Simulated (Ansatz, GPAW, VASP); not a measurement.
## One calculation of Ge, 3 ways

```
Ge
1.0
     0.00000    2.82891    2.82891
     2.82891    0.00000    2.82891
     2.82891    2.82891    0.00000
Ge
2
Direct
  0.75000 0.75000 0.75000
  0.50000 0.50000 0.50000
```

Alike in all runs: task single point; functional PBE; k mesh 8 × 8 × 8; occupations gaussian, width 0.017 eV; no spin polarisation; no spin-orbit coupling. Pressure is positive in compression and, in plane waves, holds the error of the finite cutoff.

```tsv
program and potentials	plane-wave cutoff (eV)	notes	band gap (eV)	pressure (GPa)
VASP, PBE PAW files Ge_d, 520 eV	520	14 valence electrons an atom on average	0.03	3.48
Ansatz, all-electron LAPW, scalar-relativistic	-	-	0.04	3.56
GPAW, GPAW PAW data sets (gpaw-data 1.2.1)	600	4 valence electrons an atom on average	0.09	3.84
```

The band gap spans 0.03 (VASP, PBE PAW files Ge_d, 520 eV) to 0.09 eV (GPAW, GPAW PAW data sets (gpaw-data 1.2.1)), with all-electron results at 0.04. The pressure spans 3.48 (VASP, PBE PAW files Ge_d, 520 eV) to 3.84 GPa (GPAW, GPAW PAW data sets (gpaw-data 1.2.1)), with all-electron results at 3.56.

The functional is the same throughout but for its coding, so the spread measures potentials, basis and numerics; runs on potential files found faulty are left out.

All three calculations leave germanium almost gapless, whereas the real crystal is a semiconductor with a clear indirect gap. The main cause is the semilocal functional, which lacks the derivative discontinuity and places the conduction states too low, above all the antibonding s-like state at the zone centre. The positive pressures fit PBE's familiar underbinding of germanium: the cell is close to the experimental one, and the functional would expand it. Because expansion weakens the s–s antibonding interaction and lowers that state, relaxing the volume would probably close the remaining gap. Spin-orbit splitting of the valence-band top would also narrow it.

VASP lies closer than GPAW to the all-electron result in both gap and pressure. This suggests that treating the shallow 3d shell as valence matters, though other differences between the data sets may contribute. The agreement supports the numerical consistency of the PBE description, not a semiconducting ground state, and the gap values alone don't show whether the lowest conduction state lies at the zone centre or at L.
